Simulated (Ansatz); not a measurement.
## Structure optimisation: bismuth, beta-Sn type

Method: DFT, PBE, plane waves (420 eV) with PAW, scalar-relativistic (Ansatz).

k-point mesh 11×11×7, Fermi-Dirac smearing 0.1 eV, no spin polarisation. Cell and atoms relax.

Starting structure:

```
CELL_PARAMETERS angstrom
-3.12864 3.12864 1.70824
3.12864 -3.12864 1.70824
3.12864 3.12864 -1.70824
ATOMIC_POSITIONS crystal
Bi 0.00000 0.00000 0.00000
Bi 0.75000 0.25000 0.50000
```

Question: What cell does the relaxation end in?

Answer: C2/c with a = 3.380 Å, b = 9.008 Å, c = 4.736 Å, β = 109.27°; 34.03 Å³ per atom against 33.44 at the start (1.8 %).

The cell has left the beta-Sn structure type; it ends in C2/c.

Question: How much energy does the relaxation gain?

Answer: 4.8 meV per atom.

Path of the relaxation (the plane waves are chosen anew near the end, which can shift the energy a little):

```json
{"step": "0", "E − E(final) (meV/atom)": "4.75", "V (Å³/atom)": "33.442", "P (GPa)": "0.94", "max force (eV/Å)": "0.002"}
{"step": "1", "E − E(final) (meV/atom)": "1.05", "V (Å³/atom)": "34.360", "P (GPa)": "-0.43", "max force (eV/Å)": "0.001"}
{"step": "2", "E − E(final) (meV/atom)": "0.41", "V (Å³/atom)": "34.124", "P (GPa)": "-0.11", "max force (eV/Å)": "0.001"}
{"step": "3", "E − E(final) (meV/atom)": "0.24", "V (Å³/atom)": "34.020", "P (GPa)": "0.03", "max force (eV/Å)": "0.001"}
{"step": "4", "E − E(final) (meV/atom)": "0.14", "V (Å³/atom)": "34.021", "P (GPa)": "0.02", "max force (eV/Å)": "0.000"}
{"step": "5", "E − E(final) (meV/atom)": "0.10", "V (Å³/atom)": "34.027", "P (GPa)": "0.00", "max force (eV/Å)": "0.000"}
{"step": "6", "E − E(final) (meV/atom)": "0.00", "V (Å³/atom)": "34.027", "P (GPa)": "0.00", "max force (eV/Å)": "0.000"}
```

The k-point mesh keeps fewer symmetry operations than the starting structure has, so the cell can leave it.
